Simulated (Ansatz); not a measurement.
Runs of Ansatz 0.2.0 on Ru. It takes space group P6_3/mmc (No. 194, hexagonal). Conventional cell: a = 2.706 Å, b = 2.706 Å, c = 4.282 Å, α = 90.00°, β = 90.00°, γ = 120.00°. Around Ru (site symmetry -6m2) lie 12 Ru at 2.65 to 2.71 Å. 

| task | level | potentials or basis | spin | cell | k mesh | cutoff (eV) | pressure (GPa) |
| --- | --- | --- | --- | --- | --- | --- | --- |
| relaxation of cell and atoms | revPBE+D4 | all-electron LAPW, scalar-relativistic | off | relaxed | 11 × 11 × 6 | - | 0.0 |
| band structure | LDA | all-electron LAPW, relativistic spinors | SOC, no magnetisation | as given | 8 × 8 × 5 | 280 | -12.5 |
| band structure | PBEsol | all-electron LAPW, relativistic spinors | SOC, no magnetisation | as given | 8 × 8 × 5 | 281 | -6.6 |
| band structure | LDA | all-electron LAPW, scalar-relativistic | off | as given | 11 × 11 × 6 | 280 | -12.1 |
| band structure | BLYP | all-electron LAPW, scalar-relativistic | off | as given | 11 × 11 × 6 | 280 | (a) |

Alike in all rows: smearing fermi-dirac 0.05 eV; basis error allowed 0.001 eV/atom.

Question: Estimate the missing entries.

Answer: (a) 18.9.

Caveats: the k mesh is thin for a metal, which can move the energy by tens of meV per atom (some runs); so large a pressure means that the cell lies far from this level's equilibrium, or that cutoff or potentials fall short (some runs).

The runs don't all hold the same shells in valence.

Runs at the PBE level aren't shown here.
